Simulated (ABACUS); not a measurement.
# Ge: equation of state with PBEsol

Ge:

```
Ge
1.0
     3.99759    0.00000    0.00000
    -1.99879    3.46201    0.00000
     0.00000    0.00000    6.59938
Ge
4
Direct
  0.33333 0.66667 0.93710
  0.66667 0.33333 0.43710
  0.33333 0.66667 0.56290
  0.66667 0.33333 0.06290
```

This isn't the form of Ge at room conditions, which is diamond.

```json
{
  "Program": "ABACUS 3.10.1",
  "Task": "equation of state",
  "Functional": "PBEsol",
  "Potentials or basis": "PseudoDojo NC SR 0.4.1 PBEsol standard",
  "Cutoff": "1075 eV",
  "Density cutoff": "4299 eV",
  "Basis": "plane waves",
  "k mesh": "6 × 6 × 3",
  "Occupations": "fermi-dirac, width 0.05 eV",
  "Spin": "no spin polarisation",
  "Radial cutoff of the potentials (pseudo_rcut)": "7 bohr",
  "SCF threshold on the density": "1e-08",
  "Max SCF steps": "100",
  "Eigensolver": "dav",
  "Mixing": "broyden",
  "Mixing share": "0.7",
  "Symmetry key": "1",
  "Bands": "34"
}
```

```yaml
Equilibrium_volume: 22.87 Å³/atom
Bulk_modulus_at_fixed_shape_and_positions: 65 GPa
Pressure_derivative_of_the_bulk_modulus: "3.8 (rough: it moves with the points fitted)"
```

Energy against volume, from the lowest point:
```
volume (Å³/atom)  energy (meV/atom)
          21.463              17.94
          22.377               0.74
          23.290               0.00
          24.203              12.85
```

All runs of the series together: 2.2 min on 4 threads of Intel(R) Xeon(R) Platinum 8375C CPU @ 2.90GHz (Ice Lake), with other jobs on the host.

Caveat: the cell was scaled at fixed shape and fractional positions, which overstates the stiffness of a crystal with free parameters, most of all of layers and chains.
